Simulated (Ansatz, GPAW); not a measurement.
# The basis that the transmission of a Sc chain with a Cl atom bridging one bond needs, part 2 of 2

Wanted: the zero-bias transmission of a Sc chain with a Cl atom bridging one bond on a ladder of levels, with run times.

GPAW 26.7.0 and Ansatz 0.2.0; Ansatz plane waves; Landauer transmission by layers, zero bias (the session's first sound run).

So far, transmission at the Fermi level (one spin): step 2 (plane-wave reference (PBE)) 2.98; step 3 (GPAW, dzp, PBE, GPAW) 2.94.

### Step 4. GPAW, szp: basis = "szp(dzp)"

One radial function a shell plus polarisation makes the matrices smaller; the question is what that costs.

run.py reads:

```python
import json
import numpy as np
from ase import Atoms
from ase.transport.calculators import TransportCalculator
from gpaw import GPAW, FermiDirac
from gpaw.lcao.tools import get_lcao_hamiltonian
from scipy.linalg import eigh

# The junction with lead layers at both ends, along the third cell vector
device = Atoms(
    ['Sc', 'Sc', 'Sc', 'Sc', 'Sc', 'Sc', 'Cl', 'Sc', 'Sc', 'Sc', 'Sc', 'Sc', 'Sc'],
    positions=[
        [4.50000, 4.50000, 1.40000],
        [4.50000, 4.50000, 4.20000],
        [4.50000, 4.50000, 7.00000],
        [4.50000, 4.50000, 9.80000],
        [4.50000, 4.50000, 12.60000],
        [4.50000, 4.50000, 15.40000],
        [6.12027, 4.50000, 16.90000],
        [4.50000, 4.50000, 18.40000],
        [4.50000, 4.50000, 21.20000],
        [4.50000, 4.50000, 24.00000],
        [4.50000, 4.50000, 26.80000],
        [4.50000, 4.50000, 29.60000],
        [4.50000, 4.50000, 32.40000]],
    cell=[[9.0, 0.0, 0.0], [0.0, 9.0, 0.0], [0.0, 0.0, 33.8]],
    pbc=True)

# One principal layer of the lead: the first 4 atoms of the device
lead = Atoms(
    ['Sc', 'Sc', 'Sc', 'Sc'],
    positions=[
        [4.50000, 4.50000, 1.40000],
        [4.50000, 4.50000, 4.20000],
        [4.50000, 4.50000, 7.00000],
        [4.50000, 4.50000, 9.80000]],
    cell=[[9.0, 0.0, 0.0], [0.0, 9.0, 0.0], [0.0, 0.0, 11.2]],
    pbc=True)

settings = dict(mode='lcao', basis='szp(dzp)', xc='PBE', h=0.2,
                occupations=FermiDirac(0.1), maxiter=250,
                mixer=dict(beta=0.1, nmaxold=8, weight=100.0),
                convergence=dict(density=0.0001))
energies = np.arange(-2, 2 + 1e-9, 0.05)
eta = 0.0001
n1, n2 = 1, 1
# k and -k transmit alike, so half of the mesh across the current serves
mesh = [(i, j) for i in range(n1) for j in range(n2) if (i, j) <= (-i % n1, -j % n2)]
weights = np.array([1 if (i, j) == (-i % n1, -j % n2) else 2 for i, j in mesh]) / (n1 * n2)

# [... helper functions left out ...]
fermi_lead = ground_state(lead, (1, 1, 10), 'lead.txt')
fermi_device = ground_state(device, (1, 1, 3), 'device.txt')
# [... loop over the mesh left out, but for ...]
        # Shift the lead onto the potential of the device's first layer
        shift = ((H[:, 0, 0] - H0[:, 0, 0]) / S0[0, 0]).real.mean()
# [...]
kT = 8.617333e-5 * 200
bias = [0.1, 0.2, 0.5, 1.0, 1.5, 2.0]
# [... integrals and printing left out ...]
```

The run is started by

```console
OMP_NUM_THREADS=1 OPENBLAS_NUM_THREADS=2 python run.py
```

Run time: 1.8 min. Hardware: 2 threads of Arm Neoverse V1, shared host; peak memory 1.2 GiB.

Numbers from this step:

```
conductance                                 : 2.406 G₀
largest misfit of the first principal layer : 0.01605 eV
shift that aligns the lead                  : -0.002039 eV
basis functions of the junction             : 201
basis functions of a principal layer        : 64
transmission at the Fermi level (one spin)  : 2.344
```

One spin. Table of transmission, zone mean by energy, zero at the Fermi level:

energy (eV), transmission, zone mean and a bar:
```
    -2.00       0.27 
    -1.85       0.38 #
    -1.70       0.51 ###
    -1.60       0.60 ###
    -1.45       0.72 #####
    -1.30       0.82 ######
    -1.15       0.90 ######
    -1.05       0.94 #######
    -0.90       0.97 #######
    -0.75       0.99 #######
    -0.60       1.00 #######
    -0.50       0.99 #######
    -0.35       0.95 #######
    -0.20       1.71 ##############
    -0.05       1.72 ##############
     0.00       2.34 ####################
     0.05       3.36 ##############################
     0.20       3.06 ###########################
     0.35       3.04 ###########################
     0.50       2.30 ####################
     0.60       1.00 #######
     0.70       2.34 ####################
     0.75       2.33 ####################
     0.90       2.23 ###################
     1.05       2.13 ##################
     1.15       2.05 #################
     1.30       1.97 #################
     1.45       0.85 ######
     1.60       1.20 #########
     1.70       0.98 #######
     1.85       0.47 ##
     2.00       0.25
```

Not self-consistent under bias; the bias window is split evenly. Table of current through one cell, from the zero-bias transmission by bias:

```
bias (V)  current through one cell, from the zero-bias transmission (μA)
   0.100                                                            18.8
   0.200                                                            38.0
   0.500                                                            93.7
   1.000                                                             172
   1.500                                                             226
   2.000                                                             288
```

Table of transmission of the three most open eigenchannels by energy, zero at the Fermi level:

```
energy (eV)  channel 1  channel 2  channel 3
      -2.00      0.266    4.5e-10          0
      -1.90      0.342    4.3e-10          0
      -1.80      0.426    4.2e-10          0
      -1.70      0.514    4.0e-10          0
      -1.55      0.644    3.7e-10          0
      -1.45      0.723    3.5e-10          0
      -1.35      0.792    3.3e-10          0
      -1.25      0.851    3.1e-10          0
      -1.15      0.898    2.9e-10          0
      -1.05      0.936    2.6e-10          0
      -0.90      0.975    2.2e-10          0
      -0.80      0.990    1.9e-10          0
      -0.70      0.998    1.5e-10          0
      -0.60      0.998    1.1e-10          0
      -0.50      0.990    7.1e-11          0
      -0.40      0.971    2.3e-11    2.5e-12
      -0.25      0.986      0.310      0.258
      -0.15      0.995      0.624      0.157
      -0.05      0.997      0.717    0.00568
       0.00      0.996      0.724      0.623
       0.05      0.996      0.832      0.771
       0.15      0.996      0.963      0.676
       0.25      0.995      0.979      0.632
       0.40      0.995      0.972      0.585
       0.50      0.997      0.632      0.608
       0.60      0.997     3.1e-4     4.1e-8
       0.70      0.997      0.866      0.291
       0.80      0.960      0.877      0.265
       0.90      0.923      0.806      0.338
       1.05      0.894      0.669      0.383
       1.15      0.886      0.575      0.386
       1.25      0.880      0.507      0.376
       1.35      0.854      0.473      0.297
       1.45      0.852    0.00277     1.7e-6
       1.55      0.956      0.185    2.1e-10
       1.70      0.977     5.6e-6    2.1e-10
       1.80      0.778     1.2e-7    2.4e-10
       1.90     0.0741     2.8e-7    2.2e-10
       2.00      0.252     3.4e-8    1.7e-10
```

The conductance, 2.41 G₀, lies 13 % below that of the dzp run.

### Step 5. GPAW, sz: basis = "sz(dzp)"

One function for each valence shell of the setup, as for a first survey of a large system.

Edit run.py of step 4 so:

```diff
@@ -39,3 +39,3 @@
 
-settings = dict(mode='lcao', basis='szp(dzp)', xc='PBE', h=0.2,
+settings = dict(mode='lcao', basis='sz(dzp)', xc='PBE', h=0.2,
                 occupations=FermiDirac(0.1), maxiter=250,
```

Wall time 77 s (2 threads); peak memory 1.1 GiB.

Numbers from this step:

```yaml
conductance: 1.919 G₀
largest_misfit_of_the_first_principal_layer: 0.01749 eV
shift_that_aligns_the_lead: -0.001157 eV
basis_functions_of_the_junction: 160
basis_functions_of_a_principal_layer: 52
transmission_at_the_fermi_level_one_spin: 1.738
```

One spin. Transmission, zone mean against energy, zero at the Fermi level:

```csv
energy (eV),"transmission, zone mean"
-2.00,0.344
-1.90,0.437
-1.80,0.535
-1.70,0.631
-1.55,0.761
-1.45,0.832
-1.35,0.888
-1.25,0.931
-1.15,0.961
-1.05,0.982
-0.90,0.997
-0.80,0.998
-0.70,0.994
-0.60,0.984
-0.50,0.967
-0.40,0.937
-0.25,1.61
-0.15,1.80
-0.05,1.77
0.00,1.74
0.05,2.56
0.15,2.92
0.25,2.97
0.40,3.00
0.45,3.05
0.50,1.47
0.60,1.01
0.70,2.51
0.80,2.38
0.90,2.27
1.05,2.13
1.15,2.07
1.25,2.03
1.35,1.91
1.45,1.16
1.55,1.23
1.70,0.899
1.80,0.909
1.90,0.0235
2.00,0.284
```

The conductance, 1.92 G₀, lies 30 % below that of the dzp run.

### Step 6. revPBE in the dzp basis: xc = "revPBE"

Back in the dzp basis, the functional changes from PBE to revPBE, to set the spread between functionals beside that between bases.

Edit run.py of step 5 so:

```diff
@@ -39,3 +39,3 @@
 
-settings = dict(mode='lcao', basis='sz(dzp)', xc='PBE', h=0.2,
+settings = dict(mode='lcao', basis='dzp', xc='revPBE', h=0.2,
                 occupations=FermiDirac(0.1), maxiter=250,
```

It took 2.4 min on 2 threads; peak memory 1.2 GiB.

Numbers from this step:

| Item | Value |
| --- | --- |
| conductance | 2.420 G₀ |
| largest coupling past the next principal layer | 1.55e-8 eV |
| largest misfit of the first principal layer | 0.01584 eV |
| shift that aligns the lead | -0.001452 eV |
| basis functions of the junction | 361 |
| basis functions of a principal layer | 116 |
| transmission at the Fermi level (one spin) | 2.495 |

One spin. Transmission, zone mean against energy, zero at the Fermi level:

```
energy (eV)  transmission, zone mean
      -2.00                    0.258
      -1.80                    0.422
      -1.60                    0.603
      -1.45                    0.726
      -1.25                    0.852
      -1.05                    0.942
      -0.85                    0.981
      -0.65                    0.999
      -0.50                    0.990
      -0.30                     1.49
      -0.10                     1.80
       0.00                     2.49
       0.10                     2.94
       0.20                     2.96
       0.30                     2.95
       0.50                     2.22
       0.60                     2.90
       0.65                     1.24
       0.75                     2.50
       0.85                     2.35
       1.05                     2.22
       1.25                     2.12
       1.45                     1.79
       1.60                     1.07
       1.75                     1.26
       1.80                     1.20
       2.00                   0.0310
```

The conductance, 2.42 G₀, lies 12 % below that of the dzp run.

### Step 7. Cost and result by level

Times are for 2 threads of Arm Neoverse V1, shared host. Results by setting:

| no. | run | conductance (G₀) | time | memory (GiB) |
| --- | --- | --- | --- | --- |
| 1 | dzp | 2.751 | 2.7 min | 1.2 |
| 2 | szp | 2.406 | 1.8 min | 1.2 |
| 3 | sz | 1.919 | 77 s | 1.1 |
| 4 | dzp revPBE | 2.420 | 2.4 min | 1.2 |

### Step 8. Comparison

The curves are compared point by point over the common energies.

This step: comparison of transmission and cost over codes and levels (GPAW 26.7.0).

Ladder, by row:

```
      step    code  T at the Fermi level (sum over the listed spins)  conductance (G0)  r.m.s. T(E) from the first  wall time (s)  peak memory (GiB)  threads
    pw-pbe  Ansatz                                             2.976                 -                           0           1926              3.077        2
       dzp    GPAW                                             2.943             2.751                       0.443            163               1.25        2
       szp    GPAW                                             2.344             2.406                      0.6051          106.7               1.19        2
        sz    GPAW                                             1.738             1.919                      0.6647          77.13               1.14        2
dzp-revPBE    GPAW                                             2.495              2.42                       0.476          146.6               1.25        2
```

The transmission, zone mean, sum over the listed spins by energy, zero at the Fermi level:

```csv
energy (eV),pw-pbe,dzp,szp,sz,dzp-revPBE
-2.000,0.246,0.255,0.266,0.344,0.258
-1.800,0.385,0.413,0.426,0.535,0.422
-1.600,0.544,0.588,0.602,0.721,0.603
-1.400,0.700,0.745,0.759,0.862,0.762
-1.200,0.825,0.863,0.876,0.947,0.877
-1.000,0.916,0.942,0.951,0.989,0.949
-0.800,0.974,0.986,0.990,0.998,0.988
-0.600,1.000,0.998,0.998,0.984,0.998
-0.400,0.961,0.968,0.971,0.937,0.957
-0.200,1.71,1.70,1.71,1.75,1.74
0.000,2.98,2.94,2.34,1.74,2.49
0.050,3.00,2.98,3.36,2.56,2.92
0.200,3.01,3.00,3.06,2.96,2.96
0.400,2.91,2.93,3.04,3.00,2.92
0.450,3.46,2.66,2.99,3.05,2.81
0.550,4.02,2.82,1.34,1.21,2.58
0.600,3.98,3.30,0.998,1.01,2.90
0.700,3.71,2.26,2.34,2.51,2.33
0.750,2.44,2.43,2.33,2.45,2.50
0.800,2.61,2.40,2.28,2.38,2.42
1.000,2.47,2.29,2.17,2.18,2.25
1.200,2.30,2.12,2.03,2.05,2.12
1.400,1.93,1.80,1.56,1.69,2.04
1.600,1.01,1.10,1.20,1.25,1.07
1.800,0.903,0.795,0.778,0.909,1.20
2.000,0.00272,0.0289,0.252,0.284,0.0310
```

### Step 9. Grid spacing 0.22, basis sz(dzp), broadening 0.01

The real-space grid carries density and potential; a coarse one breaks translation symmetry along the lead and scatters electrons that should pass. A smaller basis is cheaper in every inversion. The broadening keeps the Green's functions finite; too large a value absorbs electrons where channels are open and leaks them where none are.

This step: GPAW LCAO, PAW setups; Landauer transmission from Green's functions with principal layers (ASE), zero bias (GPAW 26.7.0).

Edit run.py of step 6 so:

```diff
@@ -39,3 +39,3 @@
 
-settings = dict(mode='lcao', basis='dzp', xc='revPBE', h=0.2,
+settings = dict(mode='lcao', basis='sz(dzp)', xc='PBE', h=0.22,
                 occupations=FermiDirac(0.1), maxiter=250,
@@ -44,3 +44,3 @@
 energies = np.arange(-2, 2 + 1e-9, 0.05)
-eta = 0.0001
+eta = 0.01
 n1, n2 = 1, 1
```

Elapsed: 61 s, on 2 threads; peak memory 0.91 GiB.

The run finished with changed settings (h = 0.22, basis = "sz(dzp)" and eta = 0.01); it serves as a test.

Side by side:

```csv
quantity,this run,sound run,difference
conductance (G₀),1.3669,2.7514,-1.38
largest coupling past the next principal layer (eV),1.528e-8,1.529e-8,-1.2e-11
largest misfit of the first principal layer (eV),0.017616,0.014549,0.00307
shift that aligns the lead (eV),-0.0013530,-0.0020485,7.0e-4
basis functions of the junction,160,361,-201
basis functions of a principal layer,52,116,-64
transmission at the Fermi level (one spin),1.2790,2.9429,-1.66
```

One result that differs is the transmission at the Fermi level (one spin), 1.28 against 2.94.

### Step 10. Grid spacing 0.25

The real-space grid carries density and potential; a coarse one breaks translation symmetry along the lead and scatters electrons that should pass.

Edit run.py of step 9 so:

```diff
@@ -39,3 +39,3 @@
 
-settings = dict(mode='lcao', basis='sz(dzp)', xc='PBE', h=0.22,
+settings = dict(mode='lcao', basis='dzp', xc='PBE', h=0.25,
                 occupations=FermiDirac(0.1), maxiter=250,
@@ -44,3 +44,3 @@
 energies = np.arange(-2, 2 + 1e-9, 0.05)
-eta = 0.01
+eta = 0.0001
 n1, n2 = 1, 1
```

Elapsed: 1.8 min, on 2 threads; peak memory 0.82 GiB.

The run finished with changed settings (h = 0.25); it serves as a test.

Side by side:

```csv
quantity,this run,sound run,difference
conductance (G₀),2.7682,2.7514,0.0168
largest coupling past the next principal layer (eV),1.529e-8,1.529e-8,5.4e-13
largest misfit of the first principal layer (eV),0.013893,0.014549,-6.6e-4
shift that aligns the lead (eV),-0.0015133,-0.0020485,5.4e-4
transmission at the Fermi level (one spin),2.9464,2.9429,0.00355
```

### Step 11. Summary of results

* conductance: 2.75 G₀
* transmission at the Fermi level, mean of the spins: 2.94

In words: In the dzp basis the junction conducts 2.75 G₀ at 200 K, with T = 2.94 a spin at the Fermi level; no smaller basis tried comes within 10 % of that conductance. Plane waves (PBE) give T = 2.98 there. At the Fermi level the three most open eigenchannels pass 1.00, 0.86 and 0.77. Measured against the first run (pw-pbe), the nearest curve is that of dzp (r.m.s. 0.44) and the farthest that of sz (0.66). Over the compared runs wall time goes from 77 s (sz) to 1926 s (pw-pbe), on a shared host. The geometry was built from estimated bond lengths and not relaxed, so the numbers describe this model structure. The run had no spin polarisation, so a magnetic state, which chains and small molecules with open shells often have, wasn't tested. An evenly spaced straight chain is an idealisation: free chains tend to dimerise, zigzag or, where a band edge lies near the Fermi level, turn magnetic. The currents use the zero-bias T(E) throughout, which holds only while the bias is small against the distance to the nearest feature. Within about eight thermal energies of the Fermi level ln T(E) bends sharply from one computed energy to the next, or the lead's channel count changes, so the thermal averages, above all the thermopower, rest on an interpolation that may be rough.

[Logs are printed without paths, hosts, clocks, repeated set-up lines and the standing remarks that a program may print on its own settings, such as how far it seeks lower states.]

[Hosts, paths, dates, database ids (printed as entryN), source tags and the programs' standing remarks are cut or masked in the printed files.]
